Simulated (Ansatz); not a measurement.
Runs of Ansatz 0.2.0 on I. Symmetry: Fmmm, No. 69, orthorhombic system. The conventional cell has a = 4.384 Å, b = 4.731 Å, c = 7.820 Å, α = 90.00°, β = 90.00°, γ = 90.00°. I (site symmetry mmm) has 4 I at 3.23 Å as nearest neighbours. 

```csv
task,level,cell,k mesh,cutoff (eV),smearing,phonon path,basis error allowed,mesh quality,gap on the mesh (eV),pressure (GPa),relaxed volume (Å³/atom)
single point,PBE,as given,9 × 9 × 9,161,gaussian 0.016 eV,-,0.001 eV/atom,not flagged,none,0.5,-
single point,PBE,as given,9 × 9 × 9,161,gaussian 0.011 eV,-,0.001 eV/atom,not flagged,none,0.5,-
relaxation of cell and atoms,RPBE,relaxed,9 × 9 × 9,-,fermi-dirac 0.05 eV,-,0.001 eV/atom,not flagged,none,0.0,(a)
single point,PBE,as given,9 × 9 × 9,161,gaussian 0.03 eV,-,0.001 eV/atom,not flagged,none,0.5,-
relaxation of cell and atoms,BLYP,relaxed,9 × 9 × 9,-,fermi-dirac 0.05 eV,-,0.001 eV/atom,not flagged,none,0.0,79.44
single point,PBE,as given,5 × 5 × 5,146,fermi-dirac 0.02 eV,-,0.002 eV/atom,coarse,none,0.4,-
```

Alike in all rows: potentials or basis all-electron LAPW, scalar-relativistic; no spin polarisation.

**Question.** Estimate the missing entries.

**Answer.** (a) 61.57.

Caveats: some runs use coarse meshes; an odd number of electrons without spin polarisation forces a metal; a magnetic or distorted state may lie lower; the volume moved by over 15 % at a fixed basis, so the end points are rough (some runs); the k mesh is thin for a metal, which can move the energy by tens of meV per atom (some runs).

A k mesh can miss the band edges, and the runs leave out spin-orbit coupling on I.

A gap of «none» marks a metal or a gap under the smearing width.
